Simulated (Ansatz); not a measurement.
# Residual resistivity of an alloy: Cu(111) with 4 layers of random Cu-Rh, 2x2

Aim: the residual resistivity of a random alloy, from Cu(111) with 4 layers of random Cu-Rh, 2x2 and longer regions.

Program: Ansatz 0.2.0. Level of theory: Ansatz plane-wave DFT, PBE, PAW files; ballistic transport by layer matching (Landauer), zero bias; PAW set soft_1. Results are calculated unless marked as measured.

## (1) The structure

The cell holds 40 atoms: 28 Cu and 12 Rh. Its edges and angles: a = 5.112 Å, b = 5.112 Å, c = 20.923 Å, α = 93.5°, β = 86.5°, γ = 120.0°. It derives from Cu. Regions: lead, 24 atoms (24 Cu); scattering region, 16 atoms (12 Rh and 4 Cu). The structure is stacked along c, and the current runs across the ab planes.

## (2) With 4 alloy layers

In 4 layers a share of 0.75 of the sites is given to Rh at random. The layers about the cell's end stay perfect and serve as the lead. Disorder leaves little or no symmetry, which makes such runs dear. Energies from -0.05 to 0.05 eV in steps of 0.05 eV are too few for the program's thermal sum, so it prints no conductance; for a metal the transmission near the Fermi level serves, at a fraction of the cost.

The input, input.yaml:

```yaml
crystal:
  lattice:
    - [5.1123254594, 0.0, 0.0]
    - [-2.5561627297, 4.4274037203, 0.0]
    - [1.2780813649, -0.73790062, 20.8709812911]
  atoms:
    - { symbol: Cu, position: [0.9916666667, 0.0083333333, 0.05] }
    - { symbol: Cu, position: [0.9916666667, 0.5083333333, 0.05] }
    - { symbol: Cu, position: [0.4916666667, 0.0083333333, 0.05] }
    - { symbol: Cu, position: [0.4916666667, 0.5083333333, 0.05] }
    - { symbol: Cu, position: [0.1416666667, 0.3583333333, 0.15] }
    - { symbol: Cu, position: [0.1416666667, 0.8583333333, 0.15] }
    - { symbol: Cu, position: [0.6416666667, 0.3583333333, 0.15] }
    - { symbol: Cu, position: [0.6416666667, 0.8583333333, 0.15] }
    - { symbol: Cu, position: [0.2916666667, 0.2083333333, 0.25] }
    - { symbol: Cu, position: [0.2916666667, 0.7083333333, 0.25] }
    - { symbol: Cu, position: [0.7916666667, 0.2083333333, 0.25] }
    - { symbol: Cu, position: [0.7916666667, 0.7083333333, 0.25] }
    - { symbol: Rh, position: [0.9416666667, 0.0583333333, 0.35] }
    - { symbol: Cu, position: [0.9416666667, 0.5583333333, 0.35] }
    - { symbol: Rh, position: [0.4416666667, 0.0583333333, 0.35] }
    - { symbol: Rh, position: [0.4416666667, 0.5583333333, 0.35] }
    - { symbol: Rh, position: [0.0916666667, 0.4083333333, 0.45] }
    - { symbol: Cu, position: [0.0916666667, 0.9083333333, 0.45] }
    - { symbol: Rh, position: [0.5916666667, 0.4083333333, 0.45] }
    - { symbol: Rh, position: [0.5916666667, 0.9083333333, 0.45] }
    - { symbol: Rh, position: [0.2416666667, 0.2583333333, 0.55] }
    - { symbol: Rh, position: [0.2416666667, 0.7583333333, 0.55] }
    - { symbol: Cu, position: [0.7416666667, 0.2583333333, 0.55] }
    - { symbol: Rh, position: [0.7416666667, 0.7583333333, 0.55] }
    - { symbol: Rh, position: [0.8916666667, 0.1083333333, 0.65] }
    - { symbol: Rh, position: [0.8916666667, 0.6083333333, 0.65] }
    - { symbol: Cu, position: [0.3916666667, 0.1083333333, 0.65] }
    - { symbol: Rh, position: [0.3916666667, 0.6083333333, 0.65] }
    - { symbol: Cu, position: [0.0416666667, 0.4583333333, 0.75] }
    - { symbol: Cu, position: [0.0416666667, 0.9583333333, 0.75] }
    - { symbol: Cu, position: [0.5416666667, 0.4583333333, 0.75] }
    - { symbol: Cu, position: [0.5416666667, 0.9583333333, 0.75] }
    - { symbol: Cu, position: [0.1916666667, 0.3083333333, 0.85] }
    - { symbol: Cu, position: [0.1916666667, 0.8083333333, 0.85] }
    - { symbol: Cu, position: [0.6916666667, 0.3083333333, 0.85] }
    - { symbol: Cu, position: [0.6916666667, 0.8083333333, 0.85] }
    - { symbol: Cu, position: [0.8416666667, 0.1583333333, 0.95] }
    - { symbol: Cu, position: [0.8416666667, 0.6583333333, 0.95] }
    - { symbol: Cu, position: [0.3416666667, 0.1583333333, 0.95] }
    - { symbol: Cu, position: [0.3416666667, 0.6583333333, 0.95] }
kpoints:
  mp_grid: { grid: [5, 5, 1] }
hamiltonian:
  xc: pbe
  pseudopotentials: { kind: paw, azcp: { folder: soft_1 } }
scf:
  occupations: { method: fermi_dirac, width: 0.1 }
output:
  transmission:
    leads: [[0, 4]]
    kmesh: [10, 10]
    e_range: [-0.05, 0.05]
    de: 0.05
  write_potential: true
  write_density: true
  volumetric_format: npy
```

Command:

```sh
> ansatz run input.yaml --threads 4 --pin off --max-ram 15360MiB --backend cpu --events-out ev --progress --plain --runs-dir out
```

Numbers of over 12 decimals in the logs are rounded to 6 here.

Output:

```text
Engine: ansatz 0.2.0, aarch64-unknown-linux-gnu
Pseudopotentials: kind: paw
Pseudopotential: Cu, paw, valence charge 19, recommended cutoff 420 eV (normal), soft_1/Cu.paw.azcp
Pseudopotential: Rh, paw, valence charge 17, recommended cutoff 420 eV (normal), soft_1/Rh.paw.azcp
Functional definition: PBE
  parameter kappa = 0.804
  parameter beta = 0.066725
  exchange = pbe_x(kappa = kappa, mu = beta*pi^2/3)
  correlation = pbe_c(beta = beta)
Crystal: 40 atoms, lattice volume = 472.401 Å³
Basis set: ecut = 420 eV, 9295 PW (Γ)
Bands: 442, of which v1, the nominal top of the filled ones, is band 368 counted from 1 (367 counted from 0)
Symmetry: 2 space group operations
Space group: C2 (ITA 5), of the structure as read, at distance tolerance 7.8e-5 Å
k-points: 9 of 25 (time reversal used)
Non-local potential: Cu, projectors of the file, l = 0: 3, l = 1: 2, l = 2: 3, l = 3: 1
Non-local potential: Rh, projectors of the file, l = 0: 3, l = 1: 2, l = 2: 2, l = 3: 1
PAW form: soft (Blöchl's): semilocal exchange-correlation on the pseudo side does not see the compensation charge
PAW one-centre angular grid: Cu, 590 points (default); XC on 64 Gauss nodes
PAW one-centre angular grid: Rh, 590 points (default); XC on 64 Gauss nodes
Initial density: superposition of atomic densities (chi_scale 0.1, normalization cell, long waves of neutral atoms (reshape's long-wave potential 14.55 eV rms, cloud 2.74 Å wide))
Initial wavefunctions: pseudopotential atomic-orbital guess
Functional: x = pbe(κ = 0.804, μ = 0.219515), c = pbe(β = 0.066725)
SCF iter   1: F=—  HF=-262364.238425 eV  |F-HF|=—  |Δ(HF+E_count)|=         —  Δρ=1.72e-1  dr2=4.22e2  ethr=3.10e-3  ⟨swp⟩=4.0  Hψ=11713  notcnv=0  defer=63
preconditioner: auto → Kerker (q_TF=auto, 2.938 Å⁻¹)  [metal: Δε(μ)=0.016 eV  Ē_g=9.061 eV  σ=0.100 eV  W_gap=0.04  n_scr=212 (ndim 8)  ℏωp=34.8 eV  f_vac=0.000  D(μ)=26.17/eV (n_scr^D=270)]
SCF iter   2: F=—  HF=-262342.744028 eV  |F-HF|=—  |Δ(HF+E_count)|=    2.15e1  Δρ=6.96e-2  dr2=1.50e2  ethr=3.10e-3  ⟨swp⟩=2.0  Hψ=6876  notcnv=0  defer=392
SCF iter   3: F=—  HF=-262338.115799 eV  |F-HF|=—  |Δ(HF+E_count)|=    4.63e0  Δρ=5.69e-2  dr2=1.67e1  ethr=3.10e-3  ⟨swp⟩=2.7  Hψ=7469  notcnv=0  defer=408
SCF iter   4: F=—  HF=-262336.249980 eV  |F-HF|=—  |Δ(HF+E_count)|=    1.87e0  Δρ=1.04e-2  dr2=1.60e0  ethr=2.27e-3  ⟨swp⟩=2.3  Hψ=5700  notcnv=0  defer=410
SCF iter   5: F=—  HF=-262336.275572 eV  |F-HF|=—  |Δ(HF+E_count)|=   2.56e-2  Δρ=5.05e-3  dr2=6.53e-1  ethr=2.18e-4  ⟨swp⟩=2.4  Hψ=5847  notcnv=0  defer=414
SCF iter   6: F=—  HF=-262336.284360 eV  |F-HF|=—  |Δ(HF+E_count)|=   8.79e-3  Δρ=8.90e-3  dr2=6.01e-1  ethr=8.88e-5  ⟨swp⟩=2.0  Hψ=4936  notcnv=0  defer=414
SCF iter   7: F=—  HF=-262336.237876 eV  |F-HF|=—  |Δ(HF+E_count)|=   4.65e-2  Δρ=1.20e-3  dr2=2.12e-2  ethr=8.17e-5  ⟨swp⟩=1.4  Hψ=3581  notcnv=0  defer=414
SCF iter   8: F=—  HF=-262336.240930 eV  |F-HF|=—  |Δ(HF+E_count)|=   3.05e-3  Δρ=5.95e-4  dr2=7.79e-3  ethr=2.88e-6  ⟨swp⟩=2.0  Hψ=5292  notcnv=0  defer=414
SCF iter   9: F=—  HF=-262336.240574 eV  |F-HF|=—  |Δ(HF+E_count)|=   3.56e-4  Δρ=2.62e-4  dr2=9.63e-4  ethr=1.06e-6  ⟨swp⟩=1.0  Hψ=3661  notcnv=0  defer=414
SCF iter  10: F=—  HF=-262336.240544 eV  |F-HF|=—  |Δ(HF+E_count)|=   3.03e-5  Δρ=1.92e-4  dr2=5.20e-4  ethr=1.31e-7  ⟨swp⟩=2.0  Hψ=4925  notcnv=0  defer=414
SCF iter  11: F=—  HF=-262336.240501 eV  |F-HF|=—  |Δ(HF+E_count)|=   4.34e-5  Δρ=8.90e-5  dr2=1.24e-4  ethr=7.06e-8  ⟨swp⟩=2.4  Hψ=4908  notcnv=0  defer=414
SCF iter  12: F=—  HF=-262336.240480 eV  |F-HF|=—  |Δ(HF+E_count)|=   2.07e-5  Δρ=1.67e-5  dr2=1.10e-5  ethr=1.68e-8  ⟨swp⟩=1.0  Hψ=3544  notcnv=0  defer=414
SCF iter  13: F=—  HF=-262336.240416 eV  |F-HF|=—  |Δ(HF+E_count)|=   6.39e-5  Δρ=1.85e-5  dr2=1.55e-6  ethr=1.50e-9  ⟨swp⟩=1.8  Hψ=5577  notcnv=0  defer=416
SCF iter  14: F=—  HF=-262336.240416 eV  |F-HF|=—  |Δ(HF+E_count)|=   1.00e-7  Δρ=9.82e-6  dr2=4.09e-7  ethr=2.11e-10  ⟨swp⟩=2.0  Hψ=6847  notcnv=0  defer=416
SCF iter  15: F=—  HF=-262336.240416 eV  |F-HF|=—  |Δ(HF+E_count)|=   5.43e-8  Δρ=2.25e-6  dr2=1.26e-7  ethr=5.56e-11  ⟨swp⟩=2.0  Hψ=6778  notcnv=0  defer=416
SCF iter  16: F=-262336.240416 eV  HF=-262336.240416 eV  |F-HF|=2.51e-8  |Δ(HF+E_count)|=   1.22e-9  Δρ=2.08e-6  dr2=2.37e-8  ethr=1.36e-11  ⟨swp⟩=8.0  Hψ=13780  notcnv=0
SCF 1 converged in 16 iterations: F = -262336.240416 eV  dr2 = 2.37e-8
  greatest PAW one-centre occupation: 1.000 electrons in one spin orbital (limit 2), on the Rh atom at site 23 (counted from 0), in its partial waves of l = 0
transmission: 168 of 1664 steps passed
transmission: 333 of 1664 steps passed
[...]
transmission: 1664 of 1664 steps passed
SCF converged after 16 iterations
Free energy (F): -262336.240416 eV
Harris-Foulkes:  -262336.240416 eV  (|F-HF|=2.51e-8)
Internal energy: -262335.300750 eV  (E = F + TS)
E sigma→0 (E₀):  -262335.770583 eV
Entropy (-TS):   -0.939666 eV (-23.492 meV/atom)
Fermi energy:    19.450246 eV
--- Per-component energies (eV) ---
  E_band       = -10287.117696
  E_kinetic    = 13856.700107
  E_local      = -144831.621005  (includes V_loc(G=0)·N_el)
  E_nonlocal   = 28490.496515
  E_hartree    = 60994.978676
  E_xc         = -4382.565947
  E_vxc        = -5572.924660  (∫ρ·V_xc dr)
  E_paw        = -94057.119358  (= ΣΔE_a)
  E_vpaw       = -24219.762025  (= ΣTr[D̂ρ^β])
  E_aug_tail   = 0.030371  (compensation charges beyond the density's cutoff)
  E_ewald      = -122406.200110
  E_smearing   = -0.939666  (= −TS)
  E_closure    = -0.000000  (closes the sum)
  Σ components = -262336.240416   (vs F -262336.240416, Δ=0.00e0)
--- Band table (eV; the first three rows and the last of 9) ---
  k-point 0: bands = [... 364 lower, 19.5288, 19.6315, 19.6341, 19.7660, 19.8711, 19.8916, 19.9507, 20.0188, ... 70 higher]
  k-point 1: bands = [... 364 lower, 19.4138, 19.4744, 19.5158, 19.5677, 19.6393, 19.7041, 19.7550, 19.8248, ... 70 higher]
  k-point 2: bands = [... 364 lower, 19.0838, 19.1787, 19.2343, 19.2857, 19.3550, 19.3951, 19.5274, 19.5491, ... 70 higher]
  k-point 8: bands = [... 364 lower, 19.2092, 19.2184, 19.2319, 19.2586, 19.3493, 19.4722, 19.5087, 19.5957, ... 70 higher]
--- Transmission ---
  basis      : 199 plane waves across, 32 finite elements along
  points     : 52, standing for a mesh of 10 x 10
  energies   : 3 from -0.050000 to 0.050000 eV about the Fermi level, 0.050000 eV apart; the leads are filled to 0.000000 eV, and channels, transmission and decay are at 0.000000 eV
  crystal 0  : Cu4, at the sites [0, 4], period 2.0871 Å, over 12.52 Å; its Hamiltonian steps by up to 23.1 meV
    offset         : up to 0.0000 Å between an atom of the period and one for which it stands
    channels       : 3.210000e0 a spin
    conductance    : none, the energies end too early or step too widely for 300 K: set another output.transmission.e_range or a lower de, or, where they end at an eighth of basis.ecutwfc, a higher one
  junction   : crystal 0 to crystal 0, 0.70 to 19.48 Å
    transmission   : 1.523363e0 a spin
    conductance    : none, the energies end too early or step too widely for 300 K: set another output.transmission.e_range or a lower de, or, where they end at an eighth of basis.ecutwfc, a higher one
```

It took 8.3 min on 4 threads of Arm Neoverse V1, shared host; peak memory 4.4 GiB; 30 min of CPU time.

In the SCF lines HF is the Harris–Foulkes energy and dr2 the Hartree energy of the density residual, in eV; the loop may stop once dr2 is under the threshold and the program's other checks hold. Hψ counts applications of the Hamiltonian.

Numbers from this step:

```yaml
free_energy: -262336.2404 eV
energy_at_zero_smearing: -262335.7706 eV
fermi_energy: 19.45 eV
cell_area: 22.63 Å²
transmission_per_spin_nearest_the_fermi_level: 1.523
open_channels_per_spin_nearest_the_fermi_level: 3.21
step_of_the_lead_s_potential: 23.1 meV
```

Per spin. Table of transmission, zone mean by energy, zero at the Fermi level:

| energy (eV) | transmission, zone mean |
| --- | --- |
| -0.0500 | 1.51 |
| 0.0000 | 1.52 |
| 0.0500 | 1.59 |

Per spin. The open channels, zone mean, lead stays at 3.21 for energy from -0.05 to 0.05 eV.

Transmission over k1 and k2. At 0.0000 eV from the Fermi level.

Values, 10 rows by 10 columns:
```
1.59 1.72 1.19 1.03 1.29 1.62 1.76 1.19 1.64 1.60
1.17 1.19 1.95 1.34 1.38 1.94 1.69 1.25 1.64 1.64
1.42 1.03 1.34 1.84 1.41 1.58 1.79 1.54 1.25 1.19
1.86 1.29 1.38 1.41 1.79 1.38 1.87 1.79 1.69 1.76
1.56 1.62 1.94 1.58 1.38 1.80 1.38 1.58 1.94 1.62
1.86 1.76 1.69 1.79 1.87 1.38 1.79 1.41 1.38 1.29
1.42 1.19 1.25 1.54 1.79 1.58 1.41 1.84 1.34 1.03
1.17 1.64 1.64 1.25 1.69 1.94 1.38 1.34 1.95 1.19
1.59 1.60 1.64 1.19 1.76 1.62 1.29 1.03 1.19 1.72
1.56 1.59 1.17 1.42 1.86 1.56 1.86 1.42 1.17 1.59
```
Columns: k1 (b1) from -0.5 to 0.4; rows upwards: k2 (b2) from -0.5 to 0.4.

Open channels over k1 and k2. At 0.0000 eV from the Fermi level.

Ten even steps from '_' (3.00) to '@' (4.00):
```
__@@______@@________
____@@____@@________
______@@__@@________
____________________
@@@@@@@@______@@@@@@
____________________
__________@@__@@____
__________@@____@@__
__________@@______@@
@@________@@________
```
Columns: k1 (b1) from -0.5 to 0.4; rows upwards: k2 (b2) from -0.5 to 0.4.

Over the solved energies the transmission per spin lies between 1.51 and 1.59, out of 3.21 channels of the lead on average (up to 3.21).

## (3) With 8 alloy layers

In 8 layers a share of 0.75 of the sites is given to Rh at random. A fresh draw is used; the growth of the resistance with length is what counts.

System of this step: Cu(111) with 8 layers of random Cu-Rh, 2x2. The cell holds 56 atoms: 32 Cu and 24 Rh. Cell: a = 5.112 Å, b = 5.112 Å, c = 29.257 Å, α = 87.5°, β = 92.5°, γ = 120.0°. It derives from Cu. Regions: lead, 24 atoms (24 Cu); scattering region, 32 atoms (8 Cu and 24 Rh). The structure is stacked along c, and the current runs across the ab planes.

The input, input.yaml:

```yaml
crystal:
  lattice:
    - [5.1123254594, 0.0, 0.0]
    - [-2.5561627297, 4.4274037203, 0.0]
    - [-1.2780813649, 0.73790062, 29.2193738075]
  atoms:
    - { symbol: Cu, position: [0.005952381, 0.994047619, 0.0357142857] }
    - { symbol: Cu, position: [0.005952381, 0.494047619, 0.0357142857] }
    - { symbol: Cu, position: [0.505952381, 0.994047619, 0.0357142857] }
    - { symbol: Cu, position: [0.505952381, 0.494047619, 0.0357142857] }
    - { symbol: Cu, position: [0.1845238095, 0.3154761905, 0.1071428571] }
    - { symbol: Cu, position: [0.1845238095, 0.8154761905, 0.1071428571] }
    - { symbol: Cu, position: [0.6845238095, 0.3154761905, 0.1071428571] }
    - { symbol: Cu, position: [0.6845238095, 0.8154761905, 0.1071428571] }
    - { symbol: Cu, position: [0.3630952381, 0.1369047619, 0.1785714286] }
    - { symbol: Cu, position: [0.3630952381, 0.6369047619, 0.1785714286] }
    - { symbol: Cu, position: [0.8630952381, 0.1369047619, 0.1785714286] }
    - { symbol: Cu, position: [0.8630952381, 0.6369047619, 0.1785714286] }
    - { symbol: Cu, position: [0.0416666667, 0.9583333333, 0.25] }
    - { symbol: Rh, position: [0.0416666667, 0.4583333333, 0.25] }
    - { symbol: Rh, position: [0.5416666667, 0.9583333333, 0.25] }
    - { symbol: Rh, position: [0.5416666667, 0.4583333333, 0.25] }
    - { symbol: Rh, position: [0.2202380952, 0.2797619048, 0.3214285714] }
    - { symbol: Rh, position: [0.2202380952, 0.7797619048, 0.3214285714] }
    - { symbol: Rh, position: [0.7202380952, 0.2797619048, 0.3214285714] }
    - { symbol: Cu, position: [0.7202380952, 0.7797619048, 0.3214285714] }
    - { symbol: Rh, position: [0.3988095238, 0.1011904762, 0.3928571429] }
    - { symbol: Rh, position: [0.3988095238, 0.6011904762, 0.3928571429] }
    - { symbol: Rh, position: [0.8988095238, 0.1011904762, 0.3928571429] }
    - { symbol: Cu, position: [0.8988095238, 0.6011904762, 0.3928571429] }
    - { symbol: Rh, position: [0.0773809524, 0.9226190476, 0.4642857143] }
    - { symbol: Rh, position: [0.0773809524, 0.4226190476, 0.4642857143] }
    - { symbol: Cu, position: [0.5773809524, 0.9226190476, 0.4642857143] }
    - { symbol: Rh, position: [0.5773809524, 0.4226190476, 0.4642857143] }
    - { symbol: Rh, position: [0.255952381, 0.244047619, 0.5357142857] }
    - { symbol: Rh, position: [0.255952381, 0.744047619, 0.5357142857] }
    - { symbol: Rh, position: [0.755952381, 0.244047619, 0.5357142857] }
    - { symbol: Rh, position: [0.755952381, 0.744047619, 0.5357142857] }
    - { symbol: Cu, position: [0.4345238095, 0.0654761905, 0.6071428571] }
    - { symbol: Rh, position: [0.4345238095, 0.5654761905, 0.6071428571] }
    - { symbol: Cu, position: [0.9345238095, 0.0654761905, 0.6071428571] }
    - { symbol: Rh, position: [0.9345238095, 0.5654761905, 0.6071428571] }
    - { symbol: Rh, position: [0.1130952381, 0.8869047619, 0.6785714286] }
    - { symbol: Rh, position: [0.1130952381, 0.3869047619, 0.6785714286] }
    - { symbol: Rh, position: [0.6130952381, 0.8869047619, 0.6785714286] }
    - { symbol: Rh, position: [0.6130952381, 0.3869047619, 0.6785714286] }
    - { symbol: Rh, position: [0.2916666667, 0.2083333333, 0.75] }
    - { symbol: Rh, position: [0.2916666667, 0.7083333333, 0.75] }
    - { symbol: Cu, position: [0.7916666667, 0.2083333333, 0.75] }
    - { symbol: Cu, position: [0.7916666667, 0.7083333333, 0.75] }
    - { symbol: Cu, position: [0.4702380952, 0.0297619048, 0.8214285714] }
    - { symbol: Cu, position: [0.4702380952, 0.5297619048, 0.8214285714] }
    - { symbol: Cu, position: [0.9702380952, 0.0297619048, 0.8214285714] }
    - { symbol: Cu, position: [0.9702380952, 0.5297619048, 0.8214285714] }
    - { symbol: Cu, position: [0.1488095238, 0.8511904762, 0.8928571429] }
    - { symbol: Cu, position: [0.1488095238, 0.3511904762, 0.8928571429] }
    - { symbol: Cu, position: [0.6488095238, 0.8511904762, 0.8928571429] }
    - { symbol: Cu, position: [0.6488095238, 0.3511904762, 0.8928571429] }
    - { symbol: Cu, position: [0.3273809524, 0.1726190476, 0.9642857143] }
    - { symbol: Cu, position: [0.3273809524, 0.6726190476, 0.9642857143] }
    - { symbol: Cu, position: [0.8273809524, 0.1726190476, 0.9642857143] }
    - { symbol: Cu, position: [0.8273809524, 0.6726190476, 0.9642857143] }
kpoints:
  mp_grid: { grid: [5, 5, 1] }
hamiltonian:
  xc: pbe
  pseudopotentials: { kind: paw, azcp: { folder: soft_1 } }
scf:
  occupations: { method: fermi_dirac, width: 0.1 }
output:
  transmission:
    leads: [[0, 4]]
    kmesh: [10, 10]
    e_range: [-0.05, 0.05]
    de: 0.05
  write_potential: true
  write_density: true
  volumetric_format: npy
```

Output:

```text
[...]
Crystal: 56 atoms, lattice volume = 661.361 Å³
Basis set: ecut = 420 eV, 12983 PW (Γ)
Bands: 610, of which v1, the nominal top of the filled ones, is band 508 counted from 1 (507 counted from 0)
Symmetry: 1 space group operations
[...]
k-points: 13 of 25 (time reversal used)
[...]
SCF iter   1: F=—  HF=-365701.737149 eV  |F-HF|=—  |Δ(HF+E_count)|=         —  Δρ=1.57e-1  dr2=3.28e2  ethr=3.10e-3  ⟨swp⟩=4.0  Hψ=23331  notcnv=0  defer=187
[...]
SCF iter  16: F=-365667.770983 eV  HF=-365667.770984 eV  |F-HF|=6.41e-8  |Δ(HF+E_count)|=   2.10e-8  Δρ=1.81e-6  dr2=5.87e-8  ethr=9.84e-12  ⟨swp⟩=8.2  Hψ=26684  notcnv=0
SCF 1 converged in 16 iterations: F = -365667.770983 eV  dr2 = 5.87e-8
[...]
transmission: 252 of 2496 steps passed
transmission: 504 of 2496 steps passed
[...]
transmission: 2496 of 2496 steps passed
SCF converged after 16 iterations
Free energy (F): -365667.770983 eV
[...]
Internal energy: -365666.256846 eV  (E = F + TS)
E sigma→0 (E₀):  -365667.013915 eV
Entropy (-TS):   -1.514138 eV (-27.038 meV/atom)
Fermi energy:    20.824423 eV
[...]
--- Band table (eV; the first three rows and the last of 13) ---
  k-point 0: bands = [... 504 lower, 21.1050, 21.1731, 21.2158, 21.2705, 21.3096, 21.3560, 21.4000, 21.4467, ... 98 higher]
  k-point 1: bands = [... 504 lower, 20.9327, 20.9725, 21.0020, 21.0310, 21.0765, 21.1018, 21.1454, 21.1840, ... 98 higher]
  k-point 2: bands = [... 504 lower, 20.5164, 20.5836, 20.6167, 20.6329, 20.6690, 20.7525, 20.7739, 20.8132, ... 98 higher]
  k-point 12: bands = [... 504 lower, 20.6266, 20.6727, 20.7149, 20.7663, 20.7996, 20.8897, 20.9518, 20.9892, ... 98 higher]
--- Transmission ---
  basis      : 199 plane waves across, 48 finite elements along
  points     : 52, standing for a mesh of 10 x 10
[...]
channels       : 3.210000e0 a spin
[...]
junction   : crystal 0 to crystal 0, 0.70 to 27.83 Å
    transmission   : 1.102067e0 a spin
[...]
```

Wall time 17 min (4 threads); peak memory 8.3 GiB; 65 min of CPU time.

This step gave:

* free energy: -365667.7710 eV
* energy at zero smearing: -365667.0139 eV
* Fermi energy: 20.82 eV
* transmission per spin nearest the Fermi level: 1.102
* step of the lead's potential: 24.4 meV

Per spin. Transmission, zone mean against energy, zero at the Fermi level:

```csv
energy (eV),"transmission, zone mean"
-0.0500,1.11
0.0000,1.10
0.0500,1.06
```

Over the solved energies the transmission per spin lies between 1.06 and 1.11, out of 3.21 channels of the lead on average (up to 3.21).

[end of part 1 of 2]

[Logs are printed without paths, hosts, clocks, repeated set-up lines and the standing remarks that a program may print on its own settings, such as how far it seeks lower states.]

[Hosts, paths, dates, database ids (printed as entryN), source tags and the programs' standing remarks are cut or masked in the printed files.]
